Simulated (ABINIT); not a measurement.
# BN (Qingsongite): a self-consistent loop beyond G0W0, cycle by cycle, part 3 of 3

How far does self-consistency move the gap of BN (Qingsongite)?

ABINIT 10.8.3; PBE and many-body steps on it, plane waves. Known limits of the many-body steps: not at the basis limit; coarse k mesh.

So far. Step 10 (evGW, cycle 1): Against G0W0 in ABINIT (6×6×6 mesh, 91 bands, screening to 261.2 eV, Godby-Needs plasmon pole), the gap moves by +0.548 eV. Step 13 (evGW, cycle 2): Against the cycle before, the gap moves by +0.037 eV.

### 14. Screening, 6×6×6 mesh, 91 bands, screening to 261.2 eV

This step: RPA screening on PBE, plane waves, norm-conserving pseudopotentials.

run.abi

```
acell 3*1.0 Angstrom
rprim 
  -0.000000000000 1.807500000000 1.807500000000
  1.807500000000 0.000000000000 1.807500000000
  1.807500000000 1.807500000000 -0.000000000000
ntypat 2
znucl 5 7
natom 2
typat 1 2
xred 
  0.000000000000 0.000000000000 0.000000000000
  0.250000000000 0.250000000000 0.250000000000
pp_dirpath "pseudos"
pseudos "B.upf, N.upf"
ecut 36
ngkpt 6 6 6
nshiftk 1
shiftk 0 0 0
kptopt 1
chksymbreak 0
istwfk *1
occopt 1
irdwfk 1
optdriver 3
nband 91
ecuteps 9.6
inclvkb 2
awtr 1
symchi 1
gwcalctyp 10
mbpt_sciss 2.850 eV
nqptdm 1
qptdm 
  0 0 0
indata_prefix "in"
outdata_prefix "out"
tmpdata_prefix "tmp"
```

Run with:

```sh
$ OMP_NUM_THREADS=1 mpirun -n 4 abinit run.abi > log
```

The program printed:

```text
.Version 10.8.3 of ABINIT. v10.8.2 released Aug 2026.

 Symmetries : space group F-4 3 m (#216); Bravais cF (face-center cubic)
[... echo of the input left out ...]
== DATASET  1 ==================================================================
-   mpi_nproc: 4, omp_nthreads: 1 (-1 if OMP is not activated)

--- !DatasetInfo
iteration_state: {dtset: 1, }
dimensions: {natom: 2, nkpt: 16, mband: 91, nsppol: 1, nspinor: 1, nspden: 1, mpw: 869, }
cutoff_energies: {ecut:  36.0, pawecutdg:  -1.0, }
[...]
[... chi0 elements left out ...]
 For q-point:  0.000010 0.000020 0.000030
  dielectric constant =   3.8069
  dielectric constant without local fields =   4.0618

  Average fulfillment of the sum rule on Im[epsilon] for q-point    1 :     96.75  [%]
[... wings left out ...]
== END DATASET(S) ==============================================================
================================================================================

 -outvars: echo values of variables after computation  --------
           etotal      0.0000000000E+00
            nband          91
             nkpt          16
          spgroup         216
 [... the other variables as echoed above ...]

 Calculation completed.
```

It took 1.8 s on 4 MPI ranks of Intel Xeon 6975P-C (Granite Rapids), shared host; peak memory 0.13 GiB.

This step gave:

* ε∞ with local fields, on this mesh, along the program's q direction: 3.807
* the same without local fields: 4.062
* plasma frequency: 30.56 eV
* plane waves in the screening matrix: 113

This screening uses the functional's bands under a rigid shift, the mean opening of the cycle before.

### 15. Screening, 6×6×6 mesh, 91 bands, screening to 261.2 eV

This step: RPA screening on PBE from quasiparticle energies, plane waves, norm-conserving pseudopotentials.

run.abi: that of step 14 with these lines changed.

```diff
@@ -29,7 +29,21 @@
 symchi 1
+irdqps 1
 gwcalctyp 10
-mbpt_sciss 2.850 eV
-nqptdm 1
+nqptdm 15
 qptdm 
-  0 0 0
+  0.1666666667 0.0000000000 0.0000000000
+  0.3333333333 0.0000000000 0.0000000000
+  0.5000000000 0.0000000000 0.0000000000
+  0.1666666667 0.1666666667 0.0000000000
+  0.3333333333 0.1666666667 0.0000000000
+  0.5000000000 0.1666666667 0.0000000000
+  -0.3333333333 0.1666666667 0.0000000000
+  -0.1666666667 0.1666666667 0.0000000000
+  0.3333333333 0.3333333333 0.0000000000
+  0.5000000000 0.3333333333 0.0000000000
+  -0.3333333333 0.3333333333 0.0000000000
+  0.5000000000 0.5000000000 0.0000000000
+  0.5000000000 0.3333333333 0.1666666667
+  -0.3333333333 0.3333333333 0.1666666667
+  -0.3333333333 0.5000000000 0.1666666667
 indata_prefix "in"
```

mrgscr.stdin

```
2
merged
q0_SCR
out_SCR
1
```

Run with:

```sh
$ OMP_NUM_THREADS=1 mpirun -n 4 abinit run.abi > log; mrgscr < mrgscr.stdin
```

The program printed:

```text
.Version 10.8.3 of ABINIT. v10.8.2 released Aug 2026.

 Symmetries : space group F-4 3 m (#216); Bravais cF (face-center cubic)
[... echo of the input left out ...]
== DATASET  1 ==================================================================
-   mpi_nproc: 4, omp_nthreads: 1 (-1 if OMP is not activated)

--- !DatasetInfo
iteration_state: {dtset: 1, }
dimensions: {natom: 2, nkpt: 16, mband: 91, nsppol: 1, nspinor: 1, nspden: 1, mpw: 869, }
cutoff_energies: {ecut:  36.0, pawecutdg:  -1.0, }
[...]
q-point number  1        q = ( 0.166667, 0.000000, 0.000000) [r.l.u.]
--------------------------------------------------------------------------------
[... chi0 elements left out ...]
  Average fulfillment of the sum rule on Im[epsilon] for q-point    2 :    112.13  [%]

--------------------------------------------------------------------------------
  q-point number  2        q = ( 0.333333, 0.000000, 0.000000) [r.l.u.]
--------------------------------------------------------------------------------
[... chi0 elements left out ...]
  Average fulfillment of the sum rule on Im[epsilon] for q-point    3 :    105.46  [%]

 [... 13 further q-points ...]
```

It took 9 s on 4 MPI ranks; peak memory 0.53 GiB; 35 s of CPU time.

Numbers from this step:

```yaml
plasma_frequency: 30.56 eV
plane_waves_in_the_screening_matrix: 113
```

This screening reads the quasiparticle levels of the cycle before.

### 16. evGW, cycle 3

This step: evGW on PBE, plane waves, norm-conserving pseudopotentials.

run.abi: that of step 15 with these lines changed.

```diff
@@ -23,12 +23,10 @@
 irdwfk 1
-optdriver 3
+optdriver 4
 nband 91
-ecuteps 9.6
-inclvkb 2
-awtr 1
-symchi 1
-irdqps 1
 gwcalctyp 10
-nqptdm 15
-qptdm 
+ecutsigx 36
+symsigma 1
+nkptgw 16
+kptgw 
+  0.0000000000 0.0000000000 0.0000000000
   0.1666666667 0.0000000000 0.0000000000
@@ -48,2 +46,23 @@
   -0.3333333333 0.5000000000 0.1666666667
+bdgw 
+  1 8
+  1 8
+  1 8
+  1 8
+  1 8
+  1 8
+  1 8
+  1 8
+  1 8
+  1 8
+  1 8
+  1 8
+  1 8
+  1 8
+  1 8
+  1 8
+ecuteps 9.6
+irdscr 1
+ppmodel 1
+irdqps 1
 indata_prefix "in"
```

Run with:

```sh
$ OMP_NUM_THREADS=1 mpirun -n 4 abinit run.abi > log
```

The program printed:

```text
.Version 10.8.3 of ABINIT. v10.8.2 released Aug 2026.

 Symmetries : space group F-4 3 m (#216); Bravais cF (face-center cubic)
[... echo of the input left out ...]
== DATASET  1 ==================================================================
-   mpi_nproc: 4, omp_nthreads: 1 (-1 if OMP is not activated)

--- !DatasetInfo
iteration_state: {dtset: 1, }
dimensions: {natom: 2, nkpt: 16, mband: 91, nsppol: 1, nspinor: 1, nspden: 1, mpw: 869, }
cutoff_energies: {ecut:  36.0, pawecutdg:  -1.0, }
[...]
.  kptgw no:  3; Maximum DeltaE = (  -0.010   0.027) for band index:  1
[...]
.  kptgw no: 15; Maximum DeltaE = (  -0.005  -0.000) for band index:  8
.  kptgw no: 16; Maximum DeltaE = (  -0.004   0.003) for band index:  1

== END DATASET(S) ==============================================================
================================================================================

 -outvars: echo values of variables after computation  --------
           etotal      0.0000000000E+00
            nband          91
             nkpt          16
          spgroup         216
 [... the other variables as echoed above ...]

 Calculation completed.
```

Run time: 98 s. Hardware: 4 MPI ranks; peak memory 0.61 GiB.

This step gave:

```yaml
quasiparticle_gap_on_the_mesh: 6.626 eV
gap_of_the_density_functional_on_the_mesh: 4.535 eV
k_of_the_valence_top: 0, 0, 0
k_of_the_conduction_bottom: 0.5, 0.5, 0
least_direct_quasiparticle_gap_on_the_computed_points: 11.65 eV
```

Against the cycle before, the gap moves by +0.003 eV.

### 17. Side by side

Times are wall times on 4 MPI ranks of Intel Xeon 6975P-C (Granite Rapids), shared host, good to a factor of about two. A run's time includes the screening step that it read.

```tsv
run	mesh	bands	screening cutoff (eV)	DFT gap (eV)	gap on the mesh (eV)	direct (eV)	ε∞ used	time
G0W0	6×6×6	91	261.2	4.535	6.038	10.949	4.39	12 s
evGW0, cycle 1	6×6×6	91	261.2	4.535	6.331	11.358	4.39	1.8 min
evGW0, cycle 2	6×6×6	91	261.2	4.535	6.253	11.218	4.39	1.8 min
evGW0, cycle 3	6×6×6	91	261.2	4.535	6.254	11.224	4.39	1.8 min
evGW, cycle 1	6×6×6	91	261.2	4.535	6.586	11.604	3.88	1.8 min
evGW, cycle 2	6×6×6	91	261.2	4.535	6.623	11.646	3.81	1.8 min
evGW, cycle 3	6×6×6	91	261.2	4.535	6.626	11.650	3.81	1.8 min
```

### 18. What came out

```yaml
g0w0: 6.038 eV
evgw0_cycle_1: 6.331 eV
evgw0_cycle_2: 6.253 eV
evgw0_cycle_3: 6.254 eV
evgw_cycle_1: 6.586 eV
evgw_cycle_2: 6.623 eV
evgw_cycle_3: 6.626 eV
known_limits: not at the basis limit; coarse k mesh
```

Only the bands that the input lists are updated; the others, empty or deep, keep the functional's energies or take a rigid shift. The evGW loop starts from the last levels of evGW0, so its cycles and time come on top of those. evGW0 ends at 6.25 eV, +0.22 eV from G0W0, after 3 cycles that took 4.9 min beside the first screening; the last moved the gap by 0.001 eV. evGW ends at 6.63 eV, +0.59 eV from G0W0, after 3 cycles that took 5.4 min beside the first screening; the last moved the gap by 0.003 eV. The first cycle of evGW0 takes the full correction, without the factor Z, so it overshoots the one-shot value. Bands and cutoff are finite, so the gap is not at the basis limit. The miss can reach some tenths of an eV and take either sign; the mesh is an error of its own. The 6×6×6 mesh is coarse for this cell, which bears on the long-range parts of exchange and screening. In the updated screening the q = 0 part is built from Kohn-Sham bands under a rigid shift, the other q from the quasiparticle levels.

[Paths, hosts, dates, memory and timing lines, banners, echoed tables and standing remarks are left out of the program output.]

[Logs are printed without paths, hosts, clocks, repeated set-up lines and the standing remarks that a program may print on its own settings, such as how far it seeks lower states.]

[Runs of the session that timed out or met a known fault of the program may be left out.]

[Hosts, paths, dates, database ids (printed as entryN), source tags and the programs' standing remarks are cut or masked in the printed files.]

[G0W0 gaps are taken among the corrected bands and points alone; a level outside them can change the order at an edge.]

[Where Ansatz stands beside ABINIT at settings called matched, ABINIT's density can come from a denser mesh and the files from another edition; pairs whose starting gaps differed by over 0.03 eV were left out, so agreement reads better than it is.]
